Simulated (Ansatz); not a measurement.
Zinc-blende ZnTe, treated with LDA (Ansatz, a first-principles code, plane waves, PAW).

Settings: plane-wave cutoff 500 eV, 10×10×10 k mesh, gaussian smearing 0.02 eV, scalar-relativistic PAW data made under PBE.

Computed at the level's own relaxed cell.

Task: What does this level give for the equilibrium volume per atom, lattice constant a and band gap?

Result: 
- equilibrium volume per atom: 26.94 Å³/atom
- lattice constant a: 5.996 Å
- band gap: 1.27 eV (on the SCF k mesh)

Measured, for comparison: band gap 2.43 eV (zero-point renormalisation of 40 meV (experimental, the table's column) added back here, direct; inputs from Miglio et al. (2020), arXiv:2011.12765); equilibrium volume per atom 28.42 Å³/atom (room temperature, no zero-point or thermal correction; as tabulated in Albrecht et al. (1997), arXiv:cond-mat/9706128); lattice constant a 6.104 Å (room temperature, no zero-point or thermal correction, our sources range from 6.089 to 6.104; as tabulated in Albrecht et al. (1997), arXiv:cond-mat/9706128). Computed (rounded) less measured: equilibrium volume per atom -5.2 %, lattice constant a -1.8 % (-1.5 % to -1.8 % over the range). A static lattice is as a rule a little smaller and stiffer than an uncorrected measurement, which narrows the difference in the lattice constant a and would widen misses of the other sign.

Spin–orbit coupling is not included; with these elements it can move the gap by several tenths of an eV or more.

Static lattice: no zero-point or thermal effects.
